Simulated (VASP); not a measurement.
TaC:

```
CELL_PARAMETERS angstrom
0.00000 2.22300 2.22300
2.22300 0.00000 2.22300
2.22300 2.22300 0.00000
ATOMIC_POSITIONS crystal
Ta 0.00000 0.00000 0.00000
C 0.50000 0.50000 0.50000
```

- Program: VASP 6.6.1
- Task: relaxation of cell and atoms
- Functional: PBE
- Potentials or basis: VASP PAW PBE potentials, release 64 (Ta_pv, C)
- Cutoff: 600 eV
- k mesh: 16 × 16 × 16
- Occupations: gaussian, width 0.1 eV
- Spin: no spin polarisation

At the start: pressure 7.3 GPa; volume 10.99 Å³/atom.

Q: How do energy, volume and symmetry change on relaxing?

A: Over 4 steps the energy falls by 5.4 meV/atom and the volume is 11.22 Å³/atom (+2.2 %); space group Fm-3m (No. 225, to 0.05 Å).

Step by step:
```csv
step,energy change (eV),largest force (eV/Å),pressure (GPa),volume (Å³)
1,0.0000,0.0000,7.33,21.97
2,0.0448,0.0000,-14.68,23.61
3,-0.0107,0.0000,-0.11,22.46
4,-0.0107,0.0000,0.02,22.45
```

Final structure:
```
CELL_PARAMETERS angstrom
0.00000 2.23898 2.23898
2.23898 0.00000 2.23898
2.23898 2.23898 0.00000
ATOMIC_POSITIONS crystal
Ta 0.00000 0.00000 0.00000
C 0.50000 0.50000 0.50000
```
